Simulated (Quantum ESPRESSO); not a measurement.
Set up this calculation in Quantum ESPRESSO 7.5, as the native input.

```
Task                     : single point
Functional               : PBE
Potentials or basis      : JTH 2.0 PBE
Cutoff                   : 490 eV
Density cutoff           : 2939 eV
k mesh                   : 4 × 4 × 4
Occupations              : gaussian, width 0.05 eV
Spin                     : collinear spin, ferromagnetic start
Starting moments         : [1.0, 0.0] μB
Hubbard terms            : Cu d U = 8 eV
Hubbard projectors       : ortho-atomic
Double                   : 6
Magnetic state asked for : free
Moments locked           : none
Start of the occupations : atomic
Formal shell electrons   : 1 d9
Mixing beta              : 0.3
SCF threshold            : 8e-08 Ry
Most SCF iterations      : 120
Mixing ndim              : 12
```

CuO:

```
Cu O
1.0
     2.83633    0.00000    0.00000
    -1.41816    2.45633    0.00000
     0.00000    0.00000    2.76811
Cu O
1 1
Direct
  0.00000 0.00000 0.00000
  0.66667 0.33333 0.50000
```

Measurements of this composition are mostly on another form, of space group No. 15.

One way to write it, as run:

pw.in

```
&CONTROL
  calculation = 'scf'
  prefix = 'pwscf'
  outdir = './tmp'
  pseudo_dir = './pseudo'
  tprnfor = .true.
  tstress = .true.
  disk_io = 'nowf'
/
&SYSTEM
  ibrav = 0
  nat = 2
  ntyp = 2
  ecutwfc = 36
  ecutrho = 216
  nbnd = 22
  occupations = 'smearing'
  smearing = 'gaussian'
  degauss = 0.00367493
  nspin = 2
  starting_magnetization(1) = 0.0526
  starting_magnetization(2) = 0
/
&ELECTRONS
  conv_thr = 8d-08
  electron_maxstep = 120
  mixing_beta = 0.3
  mixing_ndim = 12
/
ATOMIC_SPECIES
Cu    63.5460 Cu.GGA_PBE-JTH.UPF
O     15.9990 O.GGA_PBE-JTH.UPF
CELL_PARAMETERS angstrom
   2.8363251100    0.0000000000    0.0000000000
  -1.4181625500    2.4563296000    0.0000000000
   0.0000000000    0.0000000000    2.7681127800
ATOMIC_POSITIONS crystal
Cu     0.0000000000    0.0000000000    0.0000000000
O      0.6666666667    0.3333333333    0.5000000000
K_POINTS automatic
4 4 4 0 0 0
HUBBARD {ortho-atomic}
U Cu-3d 8.0
```

Potentials or basis: JTH 2.0 PBE.

The run is started by

```bash
$ OMP_NUM_THREADS=1 pw.x -in pw.in > pw.out
```

It gave:

```yaml
Band_gap_on_the_k_mesh: none (metal or under the smearing width)
Net_moment: 1.00 μB per cell
Absolute_moment: 1.07 μB per cell
Site_moments: Cu +0.39; O +0.62 μB
Valence_electrons_inside_the_program's_atomic_spheres: Cu 16.96; O 5.64
```

Caveat: the k mesh is coarse (spacing up to 0.64 Å⁻¹), so the values aren't converged; the cutoff lies well under what these potentials need, so the values aren't converged; a cell with one magnetic atom can't hold antiferromagnetic order, which such compounds often take.

Wall time 9.3 s on 1 thread of Arm Neoverse V2 (shared host), peak memory 0.08 GiB.
